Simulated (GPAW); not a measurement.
**Al2Au in GPAW: convergence with plane-wave cutoff (eV)**

Input of the first run (plane-wave cutoff (eV) 200); the others differ in this setting and in those tied to it:

run.py

```python
from ase.dft.bandgap import bandgap
from ase.io import read, write
from ase.units import GPa
from gpaw import GPAW, PW

atoms = read('POSCAR')

calc = GPAW(mode=PW(200),
            xc='LDA',
            kpts={'size': (8, 8, 8), 'gamma': True},
            occupations={'name': 'fermi-dirac', 'width': 0.05},
            nbands=20,
            convergence={'density': 1e-05, 'energy': 1e-05},
            maxiter=100,
            txt='gpaw.txt')
atoms.calc = calc
energy = atoms.get_potential_energy()
forces = atoms.get_forces()
stress = atoms.get_stress()
calc.write('gs.gpw')
write('result.traj', atoms)
print(f'Energy: {energy:.6f} eV')
print('Forces (eV/A):')
print(forces.round(4))
print('Stress (GPa):', (stress / GPa).round(3))
print('Fermi level:', round(calc.get_fermi_level(), 4), 'eV')
print(f'Gap: {bandgap(calc)[0]:.4f} eV, direct: {bandgap(calc, direct=True)[0]:.4f} eV')
```

The input POSCAR:

```
Al2Au
1.0
    0.0000000000      3.0000000000      3.0000000000
    3.0000000000      0.0000000000      3.0000000000
    3.0000000000      3.0000000000      0.0000000000
Au Al
1 2
Direct
    0.0000000000      0.0000000000      0.0000000000
    0.7500000000      0.7500000000      0.7500000000
    0.2500000000      0.2500000000      0.2500000000
```

Potentials or basis: the program's PAW data sets (release 1.2.1) made for this functional, pw.

The run is started by

```console
$ OMP_NUM_THREADS=1 python run.py
```

Hardware: 1 thread of Arm Neoverse V1 (shared host).

```
plane-wave cutoff (eV)  energy less the tightest run, at zero smearing (meV/atom)  pressure (GPa)  SCF cycles  CPU time (s)  peak memory (GiB)
                   200                                                     125.79           -2.73          10           6.8               0.13
                   250                                                      76.82           -4.31          10           7.8               0.13
                   300                                                      28.98           -3.14          10            12               0.13
                   350                                                      19.81           -2.29          10            11               0.14
                   400                                                      18.50           -2.43          10            12               0.15
                   500                                                       9.02           -2.44          10            22               0.16
                   600                                                       7.39           -2.29          10            24               0.17
                   800                                                       1.74           -2.38          10            36               0.19
                  1000                                                       0.00           -2.28          10            40               0.23
```

Not settled before the last step: the energy (to 1 meV/atom), the pressure (to 0.1 GPa). The tightest run that finished is the yardstick and may itself not be fully converged.

Caveat, for the tightest run too: with this Au data set, volumes or pressures lay over 1.5 % or 2 GPa off other programs in two to four cells of ten. Spin-orbit coupling is left out, which matters for the levels of Au.
